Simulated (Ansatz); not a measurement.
What a change of settings does to a run on TePb

The cell is the one relaxed in the Materials Project (mp-20943), not relaxed further here; entries there can be hypothetical.

First run: DFT, PBE, all-electron LAPW, scalar-relativistic (Ansatz 0.2.0).

Command: `ansatz run input.yaml --threads 1 --pin off --max-ram 2048MiB --backend cpu --events-out ev --progress --plain --runs-dir out` The run took 16 s on 1 thread of Arm Neoverse V1, on a shared host, peak memory 0.36 GiB.

```yaml
crystal:
  lattice:
    - [4.002287, 0.0, 0.0]
    - [0.0, 4.002287, 0.0]
    - [0.0, 0.0, 4.002287]
  atoms:
    - { symbol: Te, position: [0.5, 0.5, 0.5] }
    - { symbol: Pb, position: [0.0, 0.0, 0.0] }
kpoints:
  mp_grid: { grid: [10, 10, 10] }
scf:
  occupations: { method: fermi_dirac, width: 0.08 }
hamiltonian:
  xc: pbe
  pseudopotentials:
    kind: all_electron
    lapw: { basis_error: 0.001 }
    nuclear_model: point
output:
  forces: true
  stress: true
  eigenvalues: true
```

Result: converged; pressure -0.22 GPa; no gap on the k mesh; 10 SCF iterations.

Spin–orbit coupling is left out, though it moves levels of the heavy atoms by tenths of an eV or more.

The input is then changed:

```diff
@@ -8,5 +8,5 @@
     - { symbol: Pb, position: [0.0, 0.0, 0.0] }
 kpoints:
-  mp_grid: { grid: [10, 10, 10] }
+  mp_grid: { grid: [5, 5, 5] }
 scf:
   occupations: { method: fermi_dirac, width: 0.08 }
```

What does the second run give?

It converged; energy at zero smearing +7.5 meV/atom from the first run; pressure -0.41 GPa; no gap on the k mesh; 8 SCF iterations. Some of these settings are too coarse for converged properties.

The results part of its log:

```
SCF 1 converged in 8 iterations: F = -753115.941900 eV  dr2 = 2.29e-8
SCF converged after 8 iterations
Free energy (F): -753115.941900 eV
Harris-Foulkes:  -753115.941900 eV  (|F-HF|=6.05e-9)
Internal energy: -753115.913968 eV  (E = F + TS)
E sigma→0 (E₀):  -753115.927934 eV
Entropy (-TS):   -0.027932 eV (-13.966 meV/atom)
Fermi energy:    12.815513 eV
--- Per-component energies (eV) ---
  E_band       = -3354.606740
  E_kinetic    = 851387.833383
  E_xc         = -15373.623410
  E_electrostatic = -1589130.123940  (all electrons and nuclei)
  E_smearing   = -0.027932  (= −TS)
  E_closure    = 0.000000  (closes the sum)
  E_atoms      = -753108.897137  (free atoms, spherical and without spin; not in F)
  Σ components = -753115.941900   (vs F -753115.941900, Δ=0.00e0)
  Basis errors (estimates in eV, not in F): energy 2.8e-4 per atom: plane waves 2.6e-4 (1.3e-4 summed), levels above the bands 1.3e-47, relativity 1.2e-8, radial functions 1.8e-5, core shells 5.3e-10; eigenvalues (radial functions only) 7.2e-6; not estimated: angular momenta, meshes, grids; target (lapw.basis_error) 1.0e-3; muffin-tin radii Te 1.685 Å, Pb 1.781 Å
--- Forces (eV/Å), atoms counted from 1 ---
  atom   1  Te     0.00000000     0.00000000     0.00000000
  atom   2  Pb    -0.00000000     0.00000000    -0.00000000
  max |Σ_I F_I| component: 1.31e-30 eV/Å
--- Stress (GPa, compression-positive) ---
       -0.406407       0.000000       0.000000
        0.000000      -0.406407       0.000000
        0.000000       0.000000      -0.406407
  P = ⅓ Tr σ = -0.4064 GPa (-4.064 kbar)
--- Band table (eV; the first three rows and the last of 10) ---
  k-point 0: bands = ["-146.1270", "-126.9731", "-115.8742", "-115.8742", "-115.8742", "-115.8732", "-115.8732", "-115.8732", "-115.8719", "-96.1519", "-96.1519", "-96.1519", "-68.6834", "-68.6834", "-68.6834", "-23.4791", "-23.4791", "-23.4769", "-23.4769", "-23.4769", "-4.2131", "-4.2131", "-4.1311", "-4.1311", "-4.1311", "0.7174", "6.1243", "11.3154", "11.3154", "11.3154", "16.9194", "16.9194", "18.1462", "18.1462", "18.1462", "22.8605"]
  k-point 1: bands = ["-146.1270", "-126.9731", "-115.8742", "-115.8742", "-115.8742", "-115.8732", "-115.8732", "-115.8732", "-115.8719", "-96.1519", "-96.1519", "-96.1519", "-68.6834", "-68.6834", "-68.6834", "-23.4791", "-23.4778", "-23.4772", "-23.4772", "-23.4769", "-4.2119", "-4.1892", "-4.1399", "-4.1399", "-4.1305", "1.0283", "5.4946", "11.1669", "11.6622", "11.6622", "16.1062", "17.2069", "17.2103", "17.2103", "18.9534", "22.2162"]
  k-point 2: bands = ["-146.1270", "-126.9731", "-115.8742", "-115.8742", "-115.8742", "-115.8732", "-115.8732", "-115.8732", "-115.8719", "-96.1519", "-96.1519", "-96.1519", "-68.6835", "-68.6834", "-68.6834", "-23.4790", "-23.4777", "-23.4777", "-23.4768", "-23.4756", "-4.2100", "-4.1542", "-4.1542", "-4.1506", "-4.1295", "1.8056", "4.1876", "11.7308", "12.4879", "12.4879", "13.7157", "15.5888", "15.5888", "17.9854", "20.1454", "22.9133"]
  k-point 9: bands = ["-146.1270", "-126.9731", "-115.8742", "-115.8742", "-115.8742", "-115.8732", "-115.8732", "-115.8732", "-115.8719", "-96.1519", "-96.1519", "-96.1519", "-68.6835", "-68.6835", "-68.6835", "-23.4785", "-23.4785", "-23.4785", "-23.4738", "-23.4738", "-4.1820", "-4.1788", "-4.1788", "-4.1115", "-4.1115", "2.9893", "5.4791", "9.8994", "10.1597", "10.1597", "12.6374", "12.6374", "13.8267", "23.7443", "24.7272", "24.7272"]
```
